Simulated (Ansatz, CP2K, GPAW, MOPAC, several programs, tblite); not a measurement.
# Many methods on one cell: CaO (zincblende)

CaO in the zincblende structure, relaxed with r2SCAN in Ansatz, was computed with several methods. The symmetry is F-43m (No. 216, cubic); conventional cell a = 5.213 Å, 17.71 Å³ an atom. Around Ca lie 4 O at 2.26 Å; around O lie 4 Ca at 2.26 Å. Simulation only: spin-unpolarised, and no claim that this is the phase found in nature.

```xyz
2
Lattice="0.0000 2.6067 2.6067 2.6067 0.0000 2.6067 2.6067 2.6067 0.0000" Properties=species:S:1:pos:R:3 pbc="T T T"
Ca    0.0000    0.0000    0.0000
O     1.3034    1.3034    1.3034
```

Gaps and times are for a single point on this cell; volume and bulk modulus come from each method's own relaxation or energy curve at fixed shape. Times are rough, from shared hosts (Intel Xeon Platinum 8488C), and each method has its own mesh and cell size. A dagger marks a closed or tiny gap in a crystal that DFT finds insulating: a failure of the method or a wrong SCF state. The energy curve of PM7 (MOPAC) is jagged, so its SCF state, and with it the gap, is in doubt. PM6 (MOPAC), PM7 (MOPAC), GFN1-xTB (tblite), GFN2-xTB (tblite) treat a cluster of cells at its zone centre, which samples few k points: where these miss a band edge, the gap comes out too large for that reason alone. Gaps from k meshes are read at a limited set of points (mesh, symmetry points, PBE's band edges), so each method's own least gap may be somewhat smaller. xTB and the PM methods were fitted mostly to molecules, and can miss a solid's gap by electronvolts. Minimal bases can be far off for gaps. GLLB-SC's gap includes the derivative discontinuity. d marks a direct gap, i an indirect one (no mark: not told apart), a dash a value that wasn't computed or didn't pass its checks.

| method | kind | gap (eV) | own volume (Å³/atom) | bulk modulus (GPa) | atoms computed | processor time |
| --- | --- | --- | --- | --- | --- | --- |
| light PBE (260 eV and a coarse mesh) | light plane-wave | 3.20 i | – | – | 2 | 0.45 s |
| PBE | semilocal | 3.33 i | 18.01 | 76 | 2 | 1.3 s |
| PM6 (MOPAC) | semi-empirical | 7.42 | – | – | 64 | 2 s |
| PM7 (MOPAC) | semi-empirical | 0.00† | – | – | 64 | 2.5 s |
| r2SCAN | semilocal | 3.76 i | 17.71 | 82 | 2 | 2.9 s |
| GFN1-xTB (tblite) | tight binding | 0.05† | – | – | 64 | 5.5 s |
| GLLB-SC (GPAW) | model potential | 6.82 | – | – | 2 | 6.9 s |
| GFN2-xTB (tblite) | tight binding | 0.15† | – | – | 64 | 7.5 s |
| PBE/SZV (CP2K) | small basis | overlap 0.05† | – | – | 2 | 11 s |
| PBE/DZVP (CP2K) | small basis | 3.37 i | 18.41 | 75 | 2 | 20 s |
| PBE/single zeta (GPAW) | small basis | 3.50 i | – | – | 2 | 33 s |

Against r2SCAN (3.76 eV) and with closed or daggered gaps left aside, the nearest gap at the points sampled is that of PBE/single zeta (GPAW) (-0.26 eV) and the farthest that of PM6 (MOPAC) (+3.66 eV). r2SCAN is only a yardstick of convenience: semilocal gaps usually lie below measured ones, which GLLB-SC and hybrids aim to mend.

Volumes against r2SCAN's: PBE +1.7 %, PBE/DZVP (CP2K) +3.9 %.
